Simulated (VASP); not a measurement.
# Al2O3: relaxation of cell and atoms with PBEsol

Crystal: Al2O3.

```xyz
15
Lattice="5.5313 0.2328 0.3684 0.2328 4.7570 -0.0133 0.3684 -0.0133 4.9156" Properties=species:S:1:pos:R:3 pbc="T T T"
Al    1.8376    1.8885    1.5657
Al    4.9812    2.8475    2.0289
Al    1.8945    1.2643    4.0823
Al    2.0167    3.6407    3.3328
Al    4.9377    1.4680    4.7512
Al    2.8249    4.2780    0.9111
O     3.4709    0.5085    4.4615
O     4.5663    4.4661    1.4257
O     3.5297    2.2649    1.1524
O     6.0141    4.7116    4.0470
O     0.5068    2.0002    2.9774
O     0.4736    1.1423    0.6338
O     3.7717    3.0847    3.4360
O     2.2004    0.3794    2.4296
O     1.3420    3.3760    0.4973
```

The cell was built by a generator and needn't be a form met in nature.

```json
{
  "Program": "VASP 6.6.1",
  "Task": "relaxation of cell and atoms",
  "Functional": "PBEsol",
  "Potentials or basis": "VASP PAW PBE potentials, release 64 (Al, O)",
  "Cutoff": "600 eV",
  "k mesh": "2 × 2 × 2, shifted",
  "Occupations": "gaussian, width 0.1 eV",
  "Spin": "no spin polarisation",
  "Dipole correction": "no",
  "Further INCAR settings": "LREAL = Auto; ALGO = Normal; EDIFF = 1e-06; ISYM = 0; IBRION = 2; EDIFFG = -0.04; NSW = 90; ISIF = 3"
}
```

| Property | Result |
| --- | --- |
| Relaxed volume | 10.03 Å³/atom |
| Relaxed cell | a = 5.114 Å, b = 6.022 Å, c = 4.997 Å, α = 94.98°, β = 93.58°, γ = 79.30° |
| Space group after relaxing (to 0.05 Å) | P1 (No. 1) |
| Energy gained by relaxing | 944.2 meV/atom |
| Ionic steps | 72 |
| Pressure after relaxing | 0.0 GPa |
| Largest force after relaxing | 0.034 eV/Å |
| Band gap on the k mesh | 5.98 eV, indirect (least direct gap 6.01 eV) |

Forces in eV/Å, atoms in the order of the input:
```
Al   0.004  0.000  0.008
Al   0.025  0.014  0.003
Al  -0.003 -0.015  0.000
Al  -0.001  0.015  0.011
Al  -0.006 -0.005 -0.028
Al  -0.011  0.019  0.024
O   -0.012 -0.007 -0.029
O    0.006 -0.005  0.000
O    0.000  0.029 -0.018
O    0.008 -0.003  0.001
O   -0.017 -0.008  0.020
O    0.003 -0.005 -0.001
O    0.002 -0.003  0.009
O    0.020 -0.027 -0.004
O   -0.018  0.002  0.004
```

Stress tensor (GPa, compression positive):
```
 0.04  0.00  0.03
 0.00  0.04 -0.12
 0.03 -0.12  0.03
```

Step by step:
```tsv
step	energy change (eV)	largest force (eV/Å)	pressure (GPa)	volume (Å³)
1	0.0000	5.3267	25.97	128.43
3	-5.0662	3.4642	-4.32	151.53
5	-7.3744	3.9245	-6.25	156.45
7	-8.8731	3.1322	2.71	151.03
9	-9.7995	3.8047	0.99	151.44
11	-10.6989	2.5424	-0.71	152.74
13	-11.3442	1.4299	3.07	152.17
15	-11.6852	1.0590	-0.30	155.76
17	-11.9520	1.3005	-0.45	157.91
19	-12.2952	1.0959	0.94	159.32
21	-12.6816	1.7558	-2.21	162.79
23	-13.0040	1.0641	-0.63	161.46
25	-13.2000	0.8655	2.34	159.83
27	-13.3498	0.5782	-0.84	162.25
29	-13.4676	0.8054	-0.11	161.75
31	-13.5798	0.7365	0.82	161.04
33	-13.6398	0.5167	-0.42	161.80
35	-13.7049	0.5223	0.51	161.14
37	-13.7436	0.3117	-0.27	161.61
39	-13.7815	0.7007	-0.27	161.26
41	-13.8143	0.4972	-0.15	160.52
43	-13.8526	0.4629	-0.06	159.38
45	-13.8913	0.5019	-0.48	158.19
47	-13.9301	0.5148	0.25	155.97
49	-13.9713	0.5618	0.21	154.38
51	-14.0083	0.4805	-0.20	153.39
53	-14.0409	0.4176	0.09	152.26
55	-14.0783	0.4826	0.12	151.40
57	-14.1018	0.3543	-0.09	151.07
59	-14.1275	0.4595	-0.01	150.67
61	-14.1419	0.3087	0.13	150.45
63	-14.1535	0.2157	-0.08	150.49
65	-14.1579	0.1820	0.00	150.43
67	-14.1601	0.0989	0.03	150.40
69	-14.1613	0.0804	0.00	150.43
71	-14.1620	0.0846	0.00	150.45
72	-14.1625	0.0341	0.04	150.46
```

Final structure:
```yaml
crystal:
  lattice:
    - [5.07812, 0.57890, -0.16877]
    - [0.43282, 5.99936, -0.28367]
    - [-0.12677, -0.19001, 4.99198]
  atoms:
    - { symbol: Al, position: [0.34258, 0.36252, 0.20916] }
    - { symbol: Al, position: [0.82441, 0.55587, 0.32532] }
    - { symbol: Al, position: [0.17523, 0.22343, 0.70989] }
    - { symbol: Al, position: [0.27486, 0.71460, 0.74775] }
    - { symbol: Al, position: [0.83501, 0.10923, 0.06744] }
    - { symbol: Al, position: [0.46252, 0.87881, 0.27930] }
    - { symbol: O, position: [0.48623, 0.18223, 0.91160] }
    - { symbol: O, position: [0.79872, 0.84033, 0.19654] }
    - { symbol: O, position: [0.68617, 0.30470, 0.35517] }
    - { symbol: O, position: [0.05351, 0.97651, 0.79678] }
    - { symbol: O, position: [0.13662, 0.50443, 0.53468] }
    - { symbol: O, position: [0.99769, 0.37816, 0.01622] }
    - { symbol: O, position: [0.55540, 0.72467, 0.56654] }
    - { symbol: O, position: [0.23077, 0.11488, 0.35978] }
    - { symbol: O, position: [0.36893, 0.64128, 0.07859] }
```

Levels at points of the mesh, in eV from the valence-band top:
| k point | band 32 | band 33 | band 34 | band 35 | band 36 | band 37 | band 38 | band 39 | band 40 | band 41 |
| --- | --- | --- | --- | --- | --- | --- | --- | --- | --- | --- |
| (0.25, 0.25, 0.25) | -0.72 | -0.51 | -0.39 | -0.29 | -0.12 | 6.24 | 7.55 | 7.98 | 8.19 | 8.55 |

Run time: 14 min on 1 thread of Intel(R) Xeon(R) 6975P-C (Granite Rapids), on a shared host, peak memory 0.26 GiB.

Caveat: the k mesh is coarse (spacing up to 0.66 Å⁻¹), so the values aren't converged; the volume moved by over 15 % at a fixed basis, so the end points are rough; the PAW data sets were made with another functional, which shifts forces and pressure a little. A hybrid or GW would open this gap; PBEsol tends to underestimate it.
